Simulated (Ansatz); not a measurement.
A run of Ansatz 0.2.0 is set up as follows.

File input.yaml:

```yaml
crystal:
  lattice:
    - [0.0, 2.9785, 2.9785]
    - [2.9785, 0.0, 2.9785]
    - [2.9785, 2.9785, 0.0]
  atoms:
    - { symbol: Eu, position: [0.0, 0.0, 0.0], spin: 7.0 }
    - { symbol: S, position: [0.5, 0.5, 0.5] }
hamiltonian:
  xc: pbe
  pseudopotentials: { kind: paw }
magnetization:
  spin_polarized: true
kpoints:
  mp_grid: { grid: [8, 8, 8] }
scf:
  occupations: { method: gaussian, width: 0.024 }
output:
  forces: true
  stress: true
  eigenvalues: true
```

Potentials or basis: Ansatz PAW.

Run with:

```sh
$ ansatz run input.yaml --threads 2 --pin off --max-ram 5632MiB --backend cpu --events-out ev --progress --plain --runs-dir out
```

Q: What does it give for the band gap on the k mesh?

A: None (metal or under the smearing width).

Q: Predict the site moments.

A: Eu +6.76; S -0.06 μB.

Q: What does it give for the pressure?

A: -2.5 GPa.

Caveat: spin-orbit coupling is left out, which moves the levels of the heavy elements; a cell with one magnetic atom can't hold antiferromagnetic order, which such compounds often take; without U or exact exchange the open f shell lies at the Fermi level, which spoils levels, moments and volumes. The state reached can hang on the start; a lower one may exist.

**Measured values to compare with.**

From “Crystal-field mediated electronic transitions of EuS up to 35 GPa”, 2022, pmc:8786971, for a powder of EuS at 300 K: band gap 1.72 eV (optical).

A measured gap of EuS is 1.72 eV (optical; 300 K; powder; “Crystal-field mediated electronic transitions of EuS up to 35 GPa”, 2022, pmc:8786971); the calculated 0.00 eV misses it by -1.72 eV. So large a miss can be the level of theory's own, or it may mean another phase, state or a wrong row. Spin-orbit coupling on Eu is left out. The value is that of PBE on a finite k mesh, which can miss the band edges, without temperature or zero-point motion. Semilocal functionals fall short of measured gaps as a rule. The run's magnetic order (collinear spin, ferromagnetic start) needn't be the measured crystal's.
